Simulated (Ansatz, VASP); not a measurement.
Two plane-wave programs on Zr

```
Zr
1.0
     4.87425    0.00000    0.00000
    -2.43713    4.22123    0.00000
     0.00000    0.00000    3.01444
Zr
3
Direct
  0.00000 0.00000 0.00000
  0.33333 0.66667 0.50000
  0.66667 0.33333 0.50000
```

Alike in both runs: task relaxation of cell and atoms; functional PBE; k mesh 6 × 6 × 6; occupations gaussian, width 0.1 eV; no spin polarisation.

|  | VASP | Ansatz |
| --- | --- | --- |
| version | VASP 6.6.1 | Ansatz 0.2.0 |
| potentials or method | VASP PAW PBE potentials, release 64 (Zr_sv) | scalar-relativistic, plane waves, PAW |
| plane-wave cutoff (eV) | 600 | 420 |
| valence electrons in the cell | 36 | 36 |

VASP gave:

```
gap on the k mesh at the Fermi level, each at its own relaxed structure (eV) : none
relaxed volume (Å³/atom)                                                     : 23.05
relaxed cell length with the largest relative difference (Å)                 : 3.153
energy change over the relaxation (meV/atom)                                 : -91
```

**Question.** Estimate Ansatz's values.

**Answer.** gap on the k mesh at the Fermi level, each at its own relaxed structure (eV): none; relaxed volume (Å³/atom): 23.12; relaxed cell length with the largest relative difference (Å): 3.157; energy change over the relaxation (meV/atom): -91.

A gap of «none» marks a metal or a gap that the smearing closes.
